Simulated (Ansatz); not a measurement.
## Formation energy of TaN

Level of theory: DFT, PBE with spin–orbit coupling, two-component spinors; plane waves to 420 eV with PAW datasets (Ansatz 0.2.0), Γ-centred 14×14×14 mesh, 0.05 eV Gaussian smearing. The datasets are Ansatz's generated set soft_2.

The chain of runs began from a cell as deposited in COD, expanded in volume.

Symmetry: Fm-3m, No. 225, cubic system. The conventional cell has a = 4.417 Å, b = 4.417 Å, c = 4.417 Å, α = 90.00°, β = 90.00°, γ = 90.00°. Around Ta (site symmetry m-3m) lie 6 N at 2.21 Å. N (site symmetry m-3m) has 6 Ta at 2.21 Å as nearest neighbours. (Shells end 15 % past the nearest neighbour.)

The elements were computed in their standard states (gases as isolated molecules) with the same datasets, cutoff and functional. Total energies depend on the potentials used, so only differences within one code and one set of settings carry meaning.

Energy of the relaxed cell (2 atoms, smearing extrapolated to zero): -10340.458 eV. Elements, in eV/atom: Ta -9954.813, N -384.014.

Q: What is the formation energy?

A: [-10340.458 − (1 × -9954.813 + 1 × -384.014)] / 2 = -0.82 eV/atom, or -79 kJ per mole of atoms.

The value is for 0 K, without zero-point energy and without any correction for the binding of gas molecules. The functional's error in the binding of N₂ enters directly. A negative value shows stability against the elements alone, not against other compounds or structures.

The starting moments died out; a magnetic state reached from other starts isn't excluded.
